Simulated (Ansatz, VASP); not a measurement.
This is a calculation of NbSi for VASP 6.6.1.

INCAR

```
ALGO = Normal
EDIFF = 1E-6
ENCUT = 520
GGA = PE
ISIF = 2
ISMEAR = -1
LASPH = T
LCHARG = F
LREAL = F
LWAVE = F
NBANDS = 16
NELM = 100
PREC = Accurate
SIGMA = 0.05
```

KPOINTS

```
k-points
0
Gamma
  8 8 8
```

The input POSCAR:

```
NbSi
1.0
    3.1564400000      0.0000000000      0.0000000000
    0.0000000000      3.1564400000      0.0000000000
    0.0000000000      0.0000000000      3.1564400000
Nb Si
1 1
Direct
    0.0000000000      0.0000000000      0.0000000000
    0.5000000000      0.5000000000      0.5000000000
```

Potentials or basis: VASP PAW PBE potentials, release 64 (Nb_sv, Si).

Launch:

```sh
$ cat potpaw_PBE.64/Nb_sv/POTCAR potpaw_PBE.64/Si/POTCAR > POTCAR
$ mpirun -np 1 vasp_std > vasp.out
```

Question: Translate it to Ansatz 0.2.0. Potentials there: all-electron LAPW, scalar-relativistic.

Answer: As run (the cutoff follows the program's own potentials):

Contents of input.yaml:

```yaml
crystal:
  lattice:
    - [3.15644, 0.0, 0.0]
    - [0.0, 3.15644, 0.0]
    - [0.0, 0.0, 3.15644]
  atoms:
    - { symbol: Nb, position: [0.0, 0.0, 0.0] }
    - { symbol: Si, position: [0.5, 0.5, 0.5] }
kpoints:
  mp_grid: { grid: [8, 8, 8] }
scf:
  occupations: { method: fermi_dirac, width: 0.05 }
hamiltonian:
  xc: pbe
  pseudopotentials: { kind: all_electron, lapw: { basis_error: 0.001 } }
output:
  forces: true
  stress: true
  eigenvalues: true
  populations: true
```

Potentials or basis: all-electron LAPW, scalar-relativistic.

Launch:

```sh
$ ansatz run input.yaml --threads 1 --pin off --max-ram 3072MiB --backend cpu --events-out ev --progress --plain --runs-dir out
```

Both were run:

|  | VASP | Ansatz | Ansatz less VASP |
| --- | --- | --- | --- |
| gap on the k mesh at the Fermi level (eV) | none | none | - |
| pressure (GPa) | -0.3 | -0.1 | +0.17 |

A gap of «none» marks a metal or a gap that the smearing closes. Ansatz ran all-electron here, so the differences hold the error of VASP's frozen core and of both bases.
